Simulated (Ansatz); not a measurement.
Gd: pressure and energy less free atoms against volume per atom

All results are calculated (Ansatz 0.2.0). Periodic Kohn-Sham DFT of a crystal at fixed atoms; pressure and stress are positive in compression; the energy is the free energy less that of spherical unpolarised free atoms; site moments are those in the method's own spheres, positive along +z.

Cell of the first row (space group Im-3m, No. 229):
```
CELL_PARAMETERS angstrom
-1.98200 1.98200 1.98200
1.98200 -1.98200 1.98200
1.98200 1.98200 -1.98200
ATOMIC_POSITIONS crystal
Gd 0.00000 0.00000 0.00000
```

Settings of every row: method all-electron LAPW; functional PBE; relativity scalar; k mesh 13x13x13; filling fermi-dirac; smearing width 0.05 eV; basis error target 0.25 meV/atom; nucleus gaussian.

Atom:
| element | start moment (bohr magneton) |
| --- | --- |
| Gd | 7 |

Limits: no spin-orbit coupling on heavy atoms; open f shell, the state may not be the lowest; the cell comes from a prototype or a list of computed structures and needn't be the stable phase; with one magnetic atom in the cell only parallel moments are possible.

| row | volume per atom (Å³) | pressure (GPa) | energy less free atoms (eV/atom) | cell moment (bohr magneton) |
| --- | --- | --- | --- | --- |
| 1 | 31.145 | 2.253 | -14.0057 | 7.635 |
| 2 | 32.453 | ? | ? | ? |
| 3 | 33.115 | 0.014 | -14.0189 | 7.641 |
| 4 | 33.778 | -0.602 | -14.0177 | 7.644 |
| 5 | 35.102 | -1.665 | -14.0082 | 7.651 |

Question: what pressure and energy less free atoms should row 2 give?

Worked fit of pressure. Take u = (V_r/V)^(2/3) − 1 with V_r = 33.447 Å³ an atom, which is twice the finite (Eulerian) strain; such expansions in the strain, on which the Birch-Murnaghan equation of state is built, carry the rest volume and the bulk modulus. The shown rows have u = 0.04869, 0.00667, -0.00654, -0.03168. Least squares give pressure = −0.3022 + 46.742 × u + 117.81 × u² GPa; a straight line predicts inner rows, each left out in turn, worse (root mean square 0.12 against 0.0017 GPa). The rows lie off it by 0.000, -0.001, 0.001, 0.000. The withheld row has u = 0.02032, so the fit gives −0.3022 + 46.742 × (0.02032) + 117.81 × (0.02032)² = 0.696 GPa.

The calculation gave 0.695 GPa. The fit lies 0.001 GPa (0.026 % of the column's range) above it, one unit of the last digit.

Worked fit of energy less free atoms. Take u = (V_r/V)^(2/3) − 1 with V_r = 33.447 Å³ an atom, which is twice the finite (Eulerian) strain; such expansions in the strain, on which the Birch-Murnaghan equation of state is built, carry the rest volume and the bulk modulus. The shown rows have u = 0.04869, 0.00667, -0.00654, -0.03168. Least squares give energy less free atoms = −14.01861 − 0.0945 × u + 7.39 × u² eV/atom; a straight line predicts inner rows, each left out in turn, worse (root mean square 0.0075 against 3.8e-05 eV/atom). All shown rows lie on it to the printed digit. The withheld row has u = 0.02032, so the fit gives −14.01861 − 0.0945 × (0.02032) + 7.39 × (0.02032)² = -14.0175 eV/atom.

The calculation gave -14.0175 eV/atom. The fit meets it to the printed digit.

The other values of row 2: cell moment 7.639 bohr magneton.
